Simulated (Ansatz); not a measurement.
# Se: further runs on the relaxed cell

Aim: for Se, measure the bulk modulus from energies at several volumes.

Computed with Ansatz 0.2.0 (DFT PBE, scalar-relativistic, plane waves, PAW, unless a step's input says otherwise).

## (1) The system as given

It takes space group P3_121 (No. 152, trigonal). Conventional cell: a = 4.526 Å, b = 4.526 Å, c = 5.044 Å, α = 90.00°, β = 90.00°, γ = 120.00°. Se (site symmetry 2) is surrounded by 2 Se at 2.40 Å.

Coordinates:

```xyz
3
Lattice="4.5257 0.0000 0.0000 -2.2629 3.9194 0.0000 0.0000 0.0000 5.0437" Properties=species:S:1:pos:R:3 pbc="T T T"
Se    0.9893    0.0000    1.6812
Se   -0.4947    0.8568    3.3624
Se    1.7682    3.0626    0.0000
```

It is the result of an earlier relaxation at this level (volume 29.82 Å³/atom; gap on the mesh: 1.03 eV).

## (2) Volume × 0.97

Input file input.yaml:

```yaml
crystal:
  lattice:
    - [4.4799981464, 0.0, 0.0]
    - [-2.2399990732, 3.8797922037, 0.0]
    - [0.0, 0.0, 4.9927029735]
  atoms:
    - { symbol: Se, position: [0.2185979076, 0.0, 0.3333333333] }
    - { symbol: Se, position: [0.0, 0.2185979076, 0.6666666667] }
    - { symbol: Se, position: [0.7814020924, 0.7814020924, 0.0] }
basis:
  ecutwfc: 420
kpoints:
  mp_grid: { grid: [6, 6, 6] }
hamiltonian:
  xc: pbe
scf:
  occupations: { method: gaussian, width: 0.02 }
output:
  forces: true
  stress: true
  eigenvalues: true
relax:
  adjacent_minimum: "off"
  f_tol: 0.01
  max_steps: 30
  cell: { stress_tol: 0.1, fix: [volume] }
```

Command:

```
> ansatz run input.yaml --threads 1 --pin off --max-ram 2560MiB --backend cpu --events-out ev --progress --plain --runs-dir out
```

## (3) The cell scaled to 1.03 of its volume

Changes to input.yaml since step 2:

```diff
@@ -2,5 +2,5 @@
   lattice:
-    - [4.4799981464, 0.0, 0.0]
-    - [-2.2399990732, 3.8797922037, 0.0]
-    - [0.0, 0.0, 4.9927029735]
+    - [4.5705275502, 0.0, 0.0]
+    - [-2.2852637751, 3.9581929672, 0.0]
+    - [0.0, 0.0, 5.0935928419]
   atoms:
```

## (4) Volume × 0.94

Input file input.yaml:

```yaml
crystal:
  lattice:
    - [4.4100975563, 0.0, 0.0]
    - [-2.2050487782, 3.8192565169, 0.0]
    - [0.0, 0.0, 4.9928799554]
  atoms:
    - { symbol: Se, position: [0.2226875901, 0.0, 0.3333333333] }
    - { symbol: Se, position: [0.0, 0.2226875901, 0.6666666667] }
    - { symbol: Se, position: [0.7773124099, 0.7773124099, 0.0] }
basis:
  ecutwfc: 420
kpoints:
  mp_grid: { grid: [6, 6, 6] }
hamiltonian:
  xc: pbe
scf:
  occupations: { method: gaussian, width: 0.02 }
output:
  forces: true
  stress: true
  eigenvalues: true
relax:
  adjacent_minimum: "off"
  f_tol: 0.01
  max_steps: 30
  cell: { stress_tol: 0.1, fix: [volume] }
```

## (5) Volume × 1.06

Input file input.yaml:

```yaml
crystal:
  lattice:
    - [4.6380686467, 0.0, 0.0]
    - [-2.3190343233, 4.0166852725, 0.0]
    - [0.0, 0.0, 5.0903914986]
  atoms:
    - { symbol: Se, position: [0.2146772546, 0.0, 0.3333333333] }
    - { symbol: Se, position: [0.0, 0.2146772546, 0.6666666667] }
    - { symbol: Se, position: [0.7853227454, 0.7853227454, 0.0] }
basis:
  ecutwfc: 420
kpoints:
  mp_grid: { grid: [6, 6, 6] }
hamiltonian:
  xc: pbe
scf:
  occupations: { method: gaussian, width: 0.02 }
output:
  forces: true
  stress: true
  eigenvalues: true
relax:
  adjacent_minimum: "off"
  f_tol: 0.01
  max_steps: 30
  cell: { stress_tol: 0.1, fix: [volume] }
```

(Steps that only read results are left out.)

What does the calculation give? Wanted: equilibrium volume of the fit; bulk modulus.

As calculated:

```
                     quantity          value
equilibrium volume of the fit  29.88 Å³/atom
                 bulk modulus          5 GPa
      its pressure derivative           10.6
```

**Reading.** The fit puts the minimum at 29.88 Å³/atom with B = 5 GPa and B' = 10.6. B' = 10.6 lies outside the usual range of about 3 to 6, so take the fit with care. The gap on the mesh goes from 0.90 eV at the smallest volume to 1.16 eV at the largest.
